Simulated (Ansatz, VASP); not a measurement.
## Two plane-wave programs on AlN

The input INCAR:

```
SYSTEM = AlN
  PREC = Accurate
  ENCUT = 520
  EDIFF = 1E-6
  ISMEAR = 0
  SIGMA = 0.05
  LREAL = .False.
  LASPH = .True.
  NELM = 100
  ALGO = Normal
  ISIF = 2
  LWAVE = .False.
  LCHARG = .False.
  GGA = PE
  NBANDS = 11
```

File KPOINTS:

```
regular mesh
0
Gamma
  10 10 10
  0 0 0
```

POSCAR

```
AlN
1.0
    0.0000000000      2.0650357700      2.0650357700
    2.0650357700      0.0000000000      2.0650357700
    2.0650357700      2.0650357700      0.0000000000
Al N
1 1
Direct
    0.5000000000      0.5000000000      0.5000000000
    0.0000000000      0.0000000000      0.0000000000
```

Input for Ansatz:

```yaml
crystal:
  lattice:
    - [0.0, 2.06503577, 2.06503577]
    - [2.06503577, 0.0, 2.06503577]
    - [2.06503577, 2.06503577, 0.0]
  atoms:
    - { symbol: Al, position: [0.5, 0.5, 0.5] }
    - { symbol: "N", position: [0.0, 0.0, 0.0] }
basis:
  ecutwfc: 420
kpoints:
  mp_grid: { grid: [10, 10, 10] }
hamiltonian:
  xc: pbe
scf:
  occupations: { method: gaussian, width: 0.05 }
output:
  forces: true
  stress: true
  eigenvalues: true
```

Change from the starting cell: strain +0.015 along x and y, +0.015 along z, atoms carried along.

Alike in both runs: task single point; functional PBE; k mesh 10 × 10 × 10; occupations gaussian, width 0.05 eV; no spin polarisation.

```csv
,VASP,Ansatz
version,VASP 6.6.1,Ansatz 0.2.0
potentials or method,"VASP PAW PBE potentials, release 64 (Al, N)","scalar-relativistic, plane waves, PAW"
plane-wave cutoff (eV),520,420
valence electrons in the cell,8,8
```

```csv
,VASP,Ansatz,Ansatz less VASP
gap on the k mesh at the Fermi level (eV),4.01,4.03,+0.021
least direct gap on the mesh (eV),4.79,4.78,-0.008
pressure (GPa),-10.3,-10.0,+0.24
```

A k mesh can miss the band edges.
